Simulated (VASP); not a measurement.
# Cd (Im-3m) in VASP: settings compared, part 2 of 2

VASP 6.6.1. The steps go on from the part before.

## (5) Relaxation of cell and atoms, vdW-DF-cx

File INCAR:

```
SYSTEM = Cd
PREC = Accurate
ENCUT = 600
EDIFF = 1E-7
ISMEAR = -1
SIGMA = 0.05
LREAL = .False.
LASPH = .True.
NELM = 100
ALGO = Normal
ISIF = 3
LWAVE = .False.
LCHARG = .False.
GGA = CX
LUSE_VDW = .True.
AGGAC = 0.0
IBRION = 2
NSW = 40
EDIFFG = -0.01
```

File KPOINTS:

```
Automatic mesh
0
Gamma
  10 10 10
  0 0 0
```

File POSCAR:

```
Cd
1.0
   -1.7843220000      1.7843220000      1.7843220000
    1.7843220000     -1.7843220000      1.7843220000
    1.7843220000      1.7843220000     -1.7843220000
Cd
1
Direct
    0.0000000000      0.0000000000      0.0000000000
```

Potentials or basis: VASP PAW PBE potentials, release 64 (Cd).

Launch:

```console
> cat potpaw_PBE.64/Cd/POTCAR > POTCAR
> mpirun -np 1 vasp_std > vasp.out
```

OUTCAR:

```text
SYSTEM = Cd
   PREC = Accurate
   ENCUT = 600
   EDIFF = 1E-7
   ISMEAR = -1
   LREAL = .False.
   LASPH = .True.
   NELM = 100
   ISIF = 3
   GGA = CX
   IBRION = 2
   NSW = 40
   EDIFFG = -0.01

 ion  position               nearest neighbor table
   1  0.000  0.000  0.000-

  LATTYP: Found a body centered cubic cell.
 ALAT       =     3.5686440000

  Lattice vectors:

 A1 = (  -1.7843220000,   1.7843220000,   1.7843220000)
 A2 = (   1.7843220000,  -1.7843220000,   1.7843220000)
 A3 = (   1.7843220000,   1.7843220000,  -1.7843220000)

Analysis of symmetry for initial positions (statically):
=====================================================================
 Subroutine PRICEL returns:
 Original cell was already a primitive cell.

 Routine SETGRP: Setting up the symmetry group for a
 body centered cubic supercell.

 Subroutine GETGRP returns: Found 48 space group operations
 (whereof 48 operations were pure point group operations)
 out of a pool of 48 trial point group operations.

The static configuration has the point symmetry O_h .

Analysis of symmetry for dynamics (positions and initial velocities):
=====================================================================
 Subroutine PRICEL returns:
 Original cell was already a primitive cell.

 Routine SETGRP: Setting up the symmetry group for a
 body centered cubic supercell.

 Subroutine GETGRP returns: Found 48 space group operations
 (whereof 48 operations were pure point group operations)
 out of a pool of 48 trial point group operations.

The dynamic configuration has the point symmetry O_h .

 Subroutine INISYM returns: Found 48 space group operations
 (whereof 48 operations are pure point group operations),
 and found     1 'primitive' translations

----------------------------------------------------------------------------------------

[... 128 lines left out ...]
 NGX is ok and might be reduce to    28
   NGX = 13   NGY = 13   NGZ = 13

--------------------------------------- Ionic step        1  -------------------------------------------

 number of electron      11.9999997 magnetization

 Free energy of the ion-electron system (eV)
  ---------------------------------------------------
  ext. energy  EPLUGINS =         0.00000000
  ---------------------------------------------------
  free energy    TOTEN  =         2.38050429 eV

  energy without entropy =        2.38625503  energy(sigma->0) =        2.38337966

------------------------ aborting loop because EDIFF is reached ----------------------------------------

  FORCE on cell =-STRESS in cart. coord.  units (eV):
  Direction    XX          YY          ZZ          XY          YZ          ZX
  --------------------------------------------------------------------------------------
  -------------------------------------------------------------------------------------
  Total       -0.2919766     -0.2919766     -0.2919766     -0.0000000      0.0000000      0.0000000
  in kB      -20.5863324    -20.5863324    -20.5863324     -0.0000000      0.0000000      0.0000000
  external PRESSURE =     -20.5863324 kB  Pullay stress =       0.0000000 kB
[... 61 lines left out ...]
--------------------------------------- Ionic step        3  -------------------------------------------

 number of electron      12.0000003 magnetization

 Free energy of the ion-electron system (eV)
  ---------------------------------------------------
  ext. energy  EPLUGINS =         0.00000000
  ---------------------------------------------------
  free energy    TOTEN  =         2.37265189 eV

  energy without entropy =        2.37776197  energy(sigma->0) =        2.37520693

 E-fermi :   2.9852     XC(G=0): -11.1749

 val. band max:        2.9525028949   @ k =  -0.4000   0.4000   0.4000
 cond. band min:       2.9898873920   @ k =  -0.4000  -0.4000   0.1000
 fundamental gap:      0.0373844971
 Fermi energy:         2.9852350350

 k-point     1 :       0.0000    0.0000    0.0000
  band No.  band energies     occupation
      1      -6.4489      2.00000
      2      -6.4489      2.00000
      3      -6.4489      2.00000
      4      -6.1203      2.00000
      5      -5.7783      2.00000
      6      -5.7783      2.00000
      7      18.4840      0.00000
      8      18.4840      0.00000
      9      18.4840      0.00000
     10      19.3100      0.00000
[... 287 lines left out ...]
 k-point    24 :      -0.3000    0.3000    0.1000
  band No.  band energies     occupation
      1      -6.5925      2.00000
      2      -6.5700      2.00000
      3      -5.9955      2.00000
      4      -5.8383      2.00000
      5      -5.7584      2.00000
      6      -3.1047      2.00000
      7       8.1892      0.00000
      8      12.6625      0.00000
      9      13.4216      0.00000
     10      17.6829      0.00000

 [... further k-points ...]

------------------------ aborting loop because EDIFF is reached ----------------------------------------

  FORCE on cell =-STRESS in cart. coord.  units (eV):
  Direction    XX          YY          ZZ          XY          YZ          ZX
  --------------------------------------------------------------------------------------
  -------------------------------------------------------------------------------------
  Total        0.0011045      0.0011045      0.0011045      0.0000000      0.0000000      0.0000000
  in kB        0.0820264      0.0820264      0.0820264      0.0000000      0.0000000      0.0000000
  external PRESSURE =       0.0820264 kB  Pullay stress =       0.0000000 kB
[... 20 lines left out ...]
  energy  without entropy=        2.3777619693  energy(sigma->0) =        2.37520693

Total vdW correction in eV:      2.4373452

 reached required accuracy - stopping structural energy minimisation
```

OSZICAR:

```text
N       E                     dE             d eps       ncg     rms          rms(c)
DAV:   1     0.718177832998E+02    0.71818E+02   -0.76439E+03  1020   0.133E+03
DAV:   2     0.344065603374E+01   -0.68377E+02   -0.65150E+02   966   0.264E+02
DAV:   3     0.232329031312E+01   -0.11174E+01   -0.11167E+01  1098   0.408E+01
[... 22 lines left out ...]
DAV:   3     0.237252840150E+01    0.78010E-03   -0.19802E-03  1016   0.589E-01    0.198E-01
DAV:   4     0.237265354815E+01    0.12515E-03   -0.14336E-04   966   0.129E-01    0.105E-02
DAV:   5     0.237265264175E+01   -0.90640E-06   -0.21125E-06   986   0.188E-02    0.505E-03
DAV:   6     0.237265189842E+01   -0.74333E-06   -0.60294E-07  1018   0.891E-03    0.258E-04
DAV:   7     0.237265188731E+01   -0.11109E-07   -0.25598E-09   472   0.500E-04
   3 F= 0.23726519E+01 E0= 0.23752069E+01  d E =-.785240E-02
```

CONTCAR:

```text
Cd
   1.00000000000000
    -1.7537208357618195    1.7537208357618195    1.7537208357618195
     1.7537208357618195   -1.7537208357618195    1.7537208357618195
     1.7537208357618195    1.7537208357618195   -1.7537208357618195
  Cd
     1
Direct
     0.0000000000000000    0.0000000000000000    0.0000000000000000

  0.00000000E+00  0.00000000E+00  0.00000000E+00
```

It took 90 s on 1 thread of Intel Xeon Platinum 8488C (Sapphire Rapids), shared host; peak memory 0.33 GiB.

What came out:

```
Free energy                            : 2.3727 eV
Relaxed volume                         : 21.57 Å³/atom
Relaxed cell                           : a = 3.038 Å, b = 3.038 Å, c = 3.038 Å, α = 109.47°, β = 109.47°, γ = 109.47°
Space group after relaxing (to 0.05 Å) : Im-3m (No. 229)
Energy gained by relaxing              : 7.9 meV/atom
Ionic steps                            : 3
Pressure after relaxing                : 0.0 GPa
Band gap on the k mesh                 : none (metal or under the smearing width)
```

The path:
```csv
step,energy change (eV),largest force (eV/Å),pressure (GPa),volume (Å³)
1,0.0000,0.0000,-2.06,22.72
2,-0.0076,0.0000,-0.43,21.78
3,-0.0079,0.0000,0.01,21.57
```

Final structure:
```yaml
crystal:
  lattice:
    - [-1.75372, 1.75372, 1.75372]
    - [1.75372, -1.75372, 1.75372]
    - [1.75372, 1.75372, -1.75372]
  atoms:
    - { symbol: Cd, position: [0.00000, 0.00000, 0.00000] }
```

Caveat: the PAW data sets were made with another functional, which shifts forces and pressure a little.

## (6) For comparison

An earlier run on the cell as given: functional PBE; potentials or basis VASP PAW PBE potentials, release 64 (Cd); cutoff 520 eV; k mesh 10 × 10 × 10; occupations fermi-dirac, width 0.05 eV; no spin polarisation.

* Pressure: 1.4 GPa
* Band gap on the k mesh: none (metal or under the smearing width)

## (7) Summary

```csv
task,level,cell,cutoff (eV),gap on the mesh (eV),pressure (GPa),relaxed volume (Å³/atom)
relaxation of cell and atoms,r2SCAN,relaxed,600,none,0.0,22.07
relaxation of cell and atoms,SCAN,relaxed,600,none,0.0,21.63
relaxation of cell and atoms,optB88-vdW,relaxed,600,none,0.0,23.37
relaxation of cell and atoms,vdW-DF-cx,relaxed,600,none,0.0,21.57
single point,PBE,as given,520,none,1.4,-
```

Alike in all rows: potentials or basis VASP PAW PBE potentials, release 64 (Cd); no spin polarisation; k mesh 10 × 10 × 10; smearing fermi-dirac 0.05 eV.

Caveats: the PAW data sets were made with another functional, which shifts forces and pressure a little (some runs).

Absolute energies hang on the potentials; compare differences alone.
